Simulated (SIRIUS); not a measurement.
W:

```
W
1.0
    -1.58234    1.58234    1.58234
     1.58234   -1.58234    1.58234
     1.58234    1.58234   -1.58234
W
1
Cartesian
  0.0000 0.0000 0.0000
```

```yaml
Program: SIRIUS 7.12.0
Task: single point
Functional: PBEsol
Potentials_or_basis: PseudoDojo 0.4.1 PBEsol standard (scalar relativistic)
Cutoff: 1030 eV
Density_cutoff: 4119 eV
k_mesh: 12 × 12 × 12
Occupations: fermi-dirac, width 0.05 eV
Spin: no spin polarisation
```

On this cell: pressure -2.8 GPa; band gap on the k mesh none (metal or under the smearing width).

The same run follows on a disturbed copy (cell strained at random at fixed volume):

```
W
1.0
    -1.54480    1.61508    1.63102
     1.57115   -1.54525    1.58754
     1.54570    1.54614   -1.56120
W
1
Cartesian
  0.0307 0.0413 -0.0058
```

Task: What does the disturbed cell give?

Result: The energy (extrapolated to zero smearing) moves by +22.1 meV/atom; pressure -2.6 GPa; band gap on the k mesh none (metal or under the smearing width).

Stress tensor (GPa, compression positive):
```
 3.02  0.60 -2.03
 0.60 -2.71 -5.94
-2.03 -5.94 -8.09
```
